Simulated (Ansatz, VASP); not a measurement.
## Cr in VASP and in Ansatz

```xyz
1
Lattice="-1.3699 1.3699 1.4420 1.3699 -1.3699 1.4420 1.3699 1.3699 -1.4420" Properties=species:S:1:pos:R:3 pbc="T T T"
Cr    0.0000    0.0000    0.0000
```

Change from the starting cell: strain -0.050 along x and y, +0.000 along z, atoms carried along.

Alike in both runs: task single point; functional PBEsol; k mesh 24 × 24 × 24; occupations gaussian, width 0.15 eV; no spin polarisation.

|  | VASP | Ansatz |
| --- | --- | --- |
| version | VASP 6.6.1 | Ansatz 0.2.0 |
| potentials or method | VASP PAW PBE potentials, release 64 (Cr_pv) | scalar-relativistic, plane waves, PAW |
| plane-wave cutoff (eV) | 520 | 420 |
| valence electrons in the cell | 12 | 14 |

Ansatz gave:

| Property | Result |
| --- | --- |
| gap on the k mesh at the Fermi level (eV) | none |
| pressure (GPa) | 9.3 |
| largest component of the traceless stress (GPa) | 13.37 |

Problem. Which values does VASP return?

Solution. gap on the k mesh at the Fermi level (eV): none; pressure (GPa): 8.7; largest component of the traceless stress (GPa): 13.29.

A gap of «none» marks a metal or a gap that the smearing closes. The two sets of potentials don't hold the same shells in valence.

Caveats: the PAW data sets were made with another functional, which shifts forces and pressure a little (VASP); the run has no spin polarisation, though such a crystal can be magnetic. Spin polarisation is off, so any magnetic state and its effect on volume and gap are missing.
